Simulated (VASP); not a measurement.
# Os (Fm-3m) in VASP: further runs

The runs below take Os through single point, with PBE.

Program: VASP 6.6.1. These are calculated values, not measurements. Logs are shortened: lines on timing, memory, paths and dates and some standing lists are left out, and cuts for length are marked.

### Step 1. The structure

Symmetry: Fm-3m, No. 225, cubic system. Conventional cell: a = 3.832 Å, b = 3.832 Å, c = 3.832 Å, α = 90.00°, β = 90.00°, γ = 90.00°. Os (site symmetry m-3m) has 12 Os at 2.71 Å as nearest neighbours.

The cell was built by a generator and needn't be a form met in nature.

### Step 2. Single point, PBE

The input, INCAR:

```
ALGO = Fast
EDIFF = 1E-7
ENCUT = 520
GGA = PE
ISIF = 2
ISMEAR = 0
LASPH = T
LCHARG = F
LREAL = F
LWAVE = F
NBANDS = 10
NELM = 100
PREC = Accurate
SIGMA = 0.05
```

The input, KPOINTS:

```
k-points
0
Gamma
  18 18 18
```

The input, POSCAR:

```
Os
1.0
    0.0000000000      1.9158802907      1.9158802907
    1.9158802907      0.0000000000      1.9158802907
    1.9158802907      1.9158802907      0.0000000000
Os
1
Direct
    0.0000000000      0.0000000000      0.0000000000
```

Potentials or basis: VASP PAW PBE potentials, release 64 (Os).

Launch:

```console
cat potpaw_PBE.64/Os/POTCAR > POTCAR
mpirun -np 1 vasp_std > vasp.out
```

OUTCAR:

```text
EDIFF = 1E-7
   ENCUT = 520
   GGA = PE
   ISIF = 2
   ISMEAR = 0
   LASPH = T
   LREAL = F
   NELM = 100
   PREC = Accurate

 ion  position               nearest neighbor table
   1  0.000  0.000  0.000-

  LATTYP: Found a face centered cubic cell.
 ALAT       =     3.8317605814

  Lattice vectors:

 A1 = (   0.0000000000,   1.9158802907,   1.9158802907)
 A2 = (   1.9158802907,   0.0000000000,   1.9158802907)
 A3 = (   1.9158802907,   1.9158802907,   0.0000000000)

Analysis of symmetry for initial positions (statically):
=====================================================================
 Subroutine PRICEL returns:
 Original cell was already a primitive cell.

 Routine SETGRP: Setting up the symmetry group for a
 face centered cubic supercell.

 Subroutine GETGRP returns: Found 48 space group operations
 (whereof 48 operations were pure point group operations)
 out of a pool of 48 trial point group operations.

The static configuration has the point symmetry O_h .

Analysis of symmetry for dynamics (positions and initial velocities):
=====================================================================
 Subroutine PRICEL returns:
 Original cell was already a primitive cell.

 Routine SETGRP: Setting up the symmetry group for a
 face centered cubic supercell.

 Subroutine GETGRP returns: Found 48 space group operations
 (whereof 48 operations were pure point group operations)
 out of a pool of 48 trial point group operations.

The dynamic configuration has the point symmetry O_h .

 Subroutine INISYM returns: Found 48 space group operations
 (whereof 48 operations are pure point group operations),
 and found     1 'primitive' translations

----------------------------------------------------------------------------------------

                                     Primitive cell

  volume of cell :      14.0648

  direct lattice vectors                    reciprocal lattice vectors
     0.000000000  1.915880291  1.915880291    -0.260976640  0.260976640  0.260976640
     1.915880291  0.000000000  1.915880291     0.260976640 -0.260976640  0.260976640
     1.915880291  1.915880291  0.000000000     0.260976640  0.260976640 -0.260976640

  length of vectors
     2.709463891  2.709463891  2.709463891     0.452024799  0.452024799  0.452024799

  position of ions in fractional coordinates (direct lattice)
     0.000000000  0.000000000  0.000000000

  ion indices of the primitive-cell ions
   primitive index   ion index
                 1           1

----------------------------------------------------------------------------------------

 KPOINTS: k-points

Automatic generation of k-mesh.
 Grid dimensions read from file:
 generate k-points for:   18   18   18

 Generating k-lattice:

  Cartesian coordinates                     Fractional coordinates (reciprocal lattice)
    -0.014498702  0.014498702  0.014498702     0.055555556  0.000000000  0.000000000
     0.014498702 -0.014498702  0.014498702     0.000000000  0.055555556  0.000000000
     0.014498702  0.014498702 -0.014498702     0.000000000  0.000000000  0.055555556

  Length of vectors
     0.025112489  0.025112489  0.025112489

  Shift w.r.t. Gamma in fractional coordinates (k-lattice)
     0.000000000  0.000000000  0.000000000

 Subroutine IBZKPT returns following result:
 ===========================================

 Found    195 irreducible k-points:

 Following reciprocal coordinates:
            Coordinates               Weight
  0.000000  0.000000  0.000000      1.000000
  0.055556  0.000000  0.000000      8.000000
  0.111111  0.000000  0.000000      8.000000
  0.166667  0.000000  0.000000      8.000000
  0.222222  0.000000  0.000000      8.000000
  0.277778  0.000000  0.000000      8.000000
[... 16 lines left out ...]
 -0.277778  0.055556  0.000000     24.000000
 -0.222222  0.055556  0.000000     24.000000
 [... further k-points ...]
   k-points           NKPTS =    195   k-points in BZ     NKDIM =    195   number of bands    NBANDS=     10
   number of dos      NEDOS =    301   number of ions     NIONS =      1
   total plane-waves  NPLWV =   8000
   dimension x,y,z NGX =    20 NGY =   20 NGZ =   20
   dimension x,y,z NGXF=    40 NGYF=   40 NGZF=   40
   ions per type =               1
   NGX,Y,Z   is equivalent  to a cutoff of  12.27, 12.27, 12.27 a.u.
   NGXF,Y,Z  is equivalent  to a cutoff of  24.54, 24.54, 24.54 a.u.
 SYSTEM =  unknown system
   PREC   = accura    normal or accurate (medium, high low for compatibility)
   ISTART =      0    job   : 0-new  1-cont  2-samecut
   ICHARG =      2    charge: 1-file 2-atom 10-const
   ISPIN  =      1    spin polarized calculation?
   LNONCOLLINEAR =      F non collinear calculations
   LSORBIT =      F    spin-orbit coupling
   LASPH  =      T    aspherical Exc in radial PAW
   ENCUT  =  520.0 eV  38.22 Ry    6.18 a.u.   5.04  5.04  5.04*2*pi/ulx,y,z
   NELM   =    100;   NELMIN=  2; NELMDL= -5     # of ELM steps
   EDIFF  = 0.1E-06   stopping-criterion for ELM
   LREAL  =      F    real-space projection
   EDIFFG = 0.1E-05   stopping-criterion for IOM
   NSW    =      0    number of steps for IOM
   IBRION =     -1    ionic relax: 0-MD 1-quasi-New 2-CG
   NFREE  =      0    steps in history (QN), initial steepest desc. (CG)
   ISIF   =      2    stress and relaxation
   ISYM   =      2    0-nonsym 1-usesym 2-fastsym
   POTIM  = 0.5000    time-step for ionic-motion
   TEBEG  =    0.0;   TEEND  =   0.0 temperature during run
   PSTRESS=    0.0 pullay stress
   NELECT =       8.0000    total number of electrons
   NUPDOWN=      -1.0000    fix difference up-down
   EMIN   =  10.00;   EMAX   =-10.00  energy-range for DOS
   EFERMI =   0.00;   METHOD = LEGACY
   ISMEAR =     0;   SIGMA  =   0.05  broadening in eV -4-tet -1-fermi 0-gaus
   EFERMI_NEDOS =   21; number of points for ismear=-14 and -15
   IALGO  =     68    algorithm
   IMIX   =      4    mixing-type and parameters
     AMIX     =   0.40;   BMIX     =  1.00
     AMIX_MAG =   1.60;   BMIX_MAG =  1.00
  volume/ion in A,a.u.               =      14.06        94.91
  Fermi-wavevector in a.u.,A,eV,Ry     =   1.356417  2.563256 25.032900  1.839866
  Thomas-Fermi vector in A             =   2.483422
   LORBIT       =      0    0 simple, 1 ext, 2 COOP (PROOUT), +10 PAW based schemes
   GGA     = PE    functional components
   LHFCALC =     F    Hartree Fock is set to
   AEXX    =    0.0000 exact exchange contribution
   IVDW    =     0    specifies the selected vdW correction
   LEPSILON=     F    determine dielectric tensor
   LRPA    =     F    only Hartree local field effects (RPA)
 non-spin polarized calculation
 RMM-DIIS sequential band-by-band and
 Gauss-broadening in eV      SIGMA  =   0.05
  energy-cutoff  :      520.00
  volume of cell :       14.06
 maximum number of plane-waves:       392
   NGX =  9   NGY =  9   NGZ =  9

 number of electron       8.0000000 magnetization

 Free energy of the ion-electron system (eV)
  ---------------------------------------------------
  ext. energy  EPLUGINS =         0.00000000
  ---------------------------------------------------
  free energy    TOTEN  =       -11.10746443 eV

  energy without entropy =      -11.10659221  energy(sigma->0) =      -11.10702832

 E-fermi :   9.2235     XC(G=0): -14.0253

 val. band max:        9.1881224579   @ k =  -0.3889   0.3333   0.0000
 cond. band min:       9.2333311331   @ k =  -0.2222   0.2778   0.0556
 fundamental gap:      0.0452086752
 Fermi energy:         9.2234593782

 k-point     1 :       0.0000    0.0000    0.0000
  band No.  band energies     occupation
      1      -1.5105      2.00000
      2       6.2878      2.00000
      3       6.2878      2.00000
      4       6.2878      2.00000
      5       9.3152      0.00949
      6       9.3152      0.00949
      7      23.5236      0.00000
      8      29.3113      0.00000
      9      29.3113      0.00000
     10      29.3113      0.00000

 k-point     2 :       0.0556    0.0000    0.0000
  band No.  band energies     occupation
      1      -1.3662      2.00000
      2       6.1992      2.00000
      3       6.3540      2.00000
      4       6.3540      2.00000
      5       9.2664      0.22475
      6       9.2664      0.22475
      7      23.7939      0.00000
      8      28.5510      0.00000
      9      29.5673      0.00000
     10      29.5673      0.00000

 k-point     3 :       0.1111    0.0000    0.0000
  band No.  band energies     occupation
      1      -0.9491      2.00000
      2       5.9720      2.00000
      3       6.5269      2.00000
      4       6.5269      2.00000
      5       9.1590      1.93179
      6       9.1590      1.93179
      7      24.5335      0.00000
      8      27.1296      0.00000
      9      30.3134      0.00000
     10      30.3134      0.00000

 k-point     4 :       0.1667    0.0000    0.0000
  band No.  band energies     occupation
      1      -0.3130      2.00000
      2       5.7114      2.00000
      3       6.7190      2.00000
      4       6.7190      2.00000
      5       9.1107      1.99858
      6       9.1107      1.99858
      7      25.1732      0.00000
      8      26.0777      0.00000
      9      31.4885      0.00000
     10      31.4885      0.00000

 k-point     5 :       0.2222    0.0000    0.0000
  band No.  band energies     occupation
      1       0.4291      2.00000
      2       5.5776      2.00000
      3       6.7921      2.00000
      4       6.7921      2.00000
      5       9.2876      0.06963
      6       9.2876      0.06963
      7      24.0701      0.00000
      8      26.7251      0.00000
      9      32.9913      0.00000
     10      32.9915      0.00000

 k-point     6 :       0.2778    0.0000    0.0000
  band No.  band energies     occupation
      1       1.0856      2.00000
      2       5.7801      2.00000
      3       6.6902      2.00000
      4       6.6902      2.00000
      5       9.7525      0.00000
      6       9.7525      0.00000
      7      22.7856      0.00000
      8      26.5834      0.00000
      9      34.0515      0.00000
     10      34.3176      0.00000
[... 183 lines left out ...]
 k-point    21 :      -0.3889    0.0556    0.0000
  band No.  band energies     occupation
      1       1.7430      2.00000
      2       6.1537      2.00000
      3       6.3358      2.00000
      4       7.6409      2.00000
      5      10.9323      0.00000
      6      11.8386      0.00000
      7      19.6034      0.00000
      8      23.9590      0.00000
      9      29.8541      0.00000
     10      31.1984      0.00000

 k-point    22 :      -0.3333    0.0556    0.0000
  band No.  band energies     occupation
      1       1.6700      2.00000
      2       6.3487      2.00000
      3       6.5067      2.00000
      4       6.6021      2.00000
      5      10.2188      0.00000
      6      11.2305      0.00000
      7      21.1050      0.00000
      8      25.0037      0.00000
      9      30.9186      0.00000
     10      33.0077      0.00000

 k-point    23 :      -0.2778    0.0556    0.0000
  band No.  band energies     occupation
      1       1.3784      2.00000
      2       5.7938      2.00000
      3       6.5835      2.00000
      4       6.7175      2.00000
      5       9.5002      0.00000
      6      10.5439      0.00000
      7      22.5146      0.00000
      8      26.3458      0.00000
      9      32.1081      0.00000
     10      33.5188      0.00000

 k-point    24 :      -0.2222    0.0556    0.0000
  band No.  band energies     occupation
      1       0.7913      2.00000
      2       5.4683      2.00000
      3       6.7637      2.00000
      4       6.8777      2.00000
      5       8.9458      2.00000
      6       9.9334      0.00000
      7      23.8182      0.00000
      8      26.9832      0.00000
      9      32.0857      0.00000
     10      33.3008      0.00000

 [... further k-points ...]

------------------------ aborting loop because EDIFF is reached ----------------------------------------

  FORCE on cell =-STRESS in cart. coord.  units (eV):
  Direction    XX          YY          ZZ          XY          YZ          ZX
  --------------------------------------------------------------------------------------
  -------------------------------------------------------------------------------------
  Total        0.6762057      0.6762057      0.6762057      0.0000000     -0.0000000      0.0000000
  in kB       77.0290111     77.0290111     77.0290111      0.0000000     -0.0000000      0.0000000
  external PRESSURE =      77.0290111 kB  Pullay stress =       0.0000000 kB

 VOLUME and BASIS-vectors are now :
 -----------------------------------------------------------------------------
  energy-cutoff  :      520.00
  volume of cell :       14.06
      direct lattice vectors                 reciprocal lattice vectors
     0.000000000  1.915880291  1.915880291    -0.260976640  0.260976640  0.260976640
     1.915880291  0.000000000  1.915880291     0.260976640 -0.260976640  0.260976640
     1.915880291  1.915880291  0.000000000     0.260976640  0.260976640 -0.260976640

 POSITION                                       TOTAL-FORCE (eV/Angst)
 -----------------------------------------------------------------------------------
      0.00000      0.00000      0.00000         0.000000      0.000000      0.000000
 -----------------------------------------------------------------------------------
    total drift:                               -0.000000     -0.000000      0.000000

  FREE ENERGIE OF THE ION-ELECTRON SYSTEM (eV)
  ---------------------------------------------------
  free  energy   TOTEN  =       -11.1074644334 eV

  energy  without entropy=      -11.1065922122  energy(sigma->0) =      -11.10702832
```

Run time: 41 s. Hardware: 1 thread of AMD EPYC 7R43 (Zen 3), shared host; peak memory 0.11 GiB.

What came out:

```yaml
Free_energy: -11.1075 eV
Pressure: 7.7 GPa
Band_gap_on_the_k_mesh: none (metal or under the smearing width)
```

Levels at points of the mesh, in eV from the Fermi level:
```csv
k point,band 2,band 3,band 4,band 5,band 6,band 7
"(0.00, 0.00, 0.00)",-2.94,-2.94,-2.94,0.09,0.09,14.30
"(0.50, 0.00, 0.00)",-3.10,-3.10,-0.18,2.49,2.49,9.00
"(0.50, 0.50, 0.00)",-6.80,2.40,2.45,3.18,3.18,12.28
```

The run has no spin-orbit coupling, so splittings on Os are missing.

### Step 3. Single point, PBE

This run uses another cell than the first one, of 14.78 Å³/atom, 1.051 times its volume.

The input, INCAR:

```
SYSTEM = Os
ALGO     = Fast           ! electronic algorithm
EDIFF    = 1E-7           ! SCF threshold, eV
ENCUT    = 520            ! plane-wave cutoff, eV
GGA      = PE             ! functional
ISIF     = 2              ! what is computed and relaxed
ISMEAR   = 0              ! smearing method
LASPH    = .True.         ! aspherical terms in the spheres
LCHARG   = .False.        ! write CHGCAR
LREAL    = .False.        ! projectors in reciprocal space
LWAVE    = .False.        ! write WAVECAR
NBANDS   = 10             ! bands
NELM     = 100            ! most SCF steps
PREC     = Accurate       ! precision mode
SIGMA    = 0.05           ! smearing width, eV
```

The input, KPOINTS:

```
k-points
0
Gamma
  18 18 18
  0 0 0
```

The input, POSCAR:

```
Os
1.0
    0.0000000000      1.9478472960      1.9478472960
    1.9478472960      0.0000000000      1.9478472960
    1.9478472960      1.9478472960      0.0000000000
Os
1
Direct
    0.0000000000      0.0000000000      0.0000000000
```

Potentials or basis: VASP PAW PBE potentials, release 64 (Os).

Launch:

```console
cat potpaw_PBE.64/Os/POTCAR > POTCAR
mpirun -np 1 vasp_std > vasp.out
```

Wall time 40 s (1 thread of AMD EPYC 7R43 (Zen 3), shared host); peak memory 0.11 GiB.

Results (log left out):

* Free energy: -11.0973 eV
* Pressure: -11.5 GPa
* Band gap on the k mesh: none (metal or under the smearing width)

Levels at points of the mesh, in eV from the Fermi level:
```csv
k point,band 2,band 3,band 4,band 5,band 6,band 7
"(0.00, 0.00, 0.00)",-2.73,-2.73,-2.73,0.07,0.07,14.32
"(0.50, 0.00, 0.00)",-2.87,-2.87,-0.16,2.29,2.29,8.37
"(0.50, 0.50, 0.00)",-6.33,2.24,2.28,2.91,2.91,11.45
```

### Step 4. Single point, PBE

This run uses another cell than the first one, of 14.33 Å³/atom, 1.019 times its volume.

The input, INCAR:

```
ALGO = Fast
EDIFF = 1E-6
ENCUT = 520
GGA = PE
ISIF = 2
ISMEAR = 0
LASPH = T
LCHARG = F
LREAL = F
LWAVE = F
NBANDS = 10
NELM = 100
PREC = Accurate
SIGMA = 0.05
```

The input, KPOINTS:

```
k-points
0
Gamma
  18 18 18
```

The input, POSCAR:

```
Os
1.0
    0.0000000000      1.9279060587      1.9279060587
    1.9279060587      0.0000000000      1.9279060587
    1.9279060587      1.9279060587      0.0000000000
Os
1
Direct
    0.0000000000      0.0000000000      0.0000000000
```

Launch:

```console
cat potpaw_PBE.64/Os/POTCAR > POTCAR
mpirun -np 1 vasp_std > vasp.out
```

Wall time 32 s (1 thread of AMD EPYC 7R43 (Zen 3), shared host); peak memory 0.11 GiB.

Results (log left out):

```
Free energy            : -11.1138 eV
Pressure               : -0.1 GPa
Band gap on the k mesh : none (metal or under the smearing width)
```

Levels at points of the mesh, in eV from the Fermi level:
```tsv
k point	band 1	band 2	band 3	band 4	band 5	band 6	band 7	band 8
(0.00, 0.00, 0.00)	-10.57	-2.86	-2.86	-2.86	0.08	0.08	14.31	19.99
(0.50, 0.00, 0.00)	-7.44	-3.01	-3.01	-0.17	2.41	2.41	8.76	13.84
(0.50, 0.50, 0.00)	-7.32	-6.61	2.35	2.37	3.08	3.08	11.96	12.17
```

### Step 5. Overview

| cell | further INCAR settings | gap on the mesh (eV) | pressure (GPa) |
| --- | --- | --- | --- |
| Fm-3m, 14.06 Å³/atom | ALGO = Fast; EDIFF = 1e-07; NBANDS = 10 | none | 7.7 |
| Fm-3m, 14.78 Å³/atom | ALGO = Fast; EDIFF = 1e-07; NBANDS = 10 | none | -11.5 |
| Fm-3m, 14.33 Å³/atom | ALGO = Fast; EDIFF = 1e-06; NBANDS = 10 | none | -0.1 |

Alike in all rows: task single point; level PBE; potentials or basis VASP PAW PBE potentials, release 64 (Os); no spin polarisation; k mesh 18 × 18 × 18; cutoff (eV) 520; smearing gaussian 0.05 eV.

Every run on the cell as given and a fine mesh finds a metal.

Absolute energies hang on the potentials; compare differences alone.
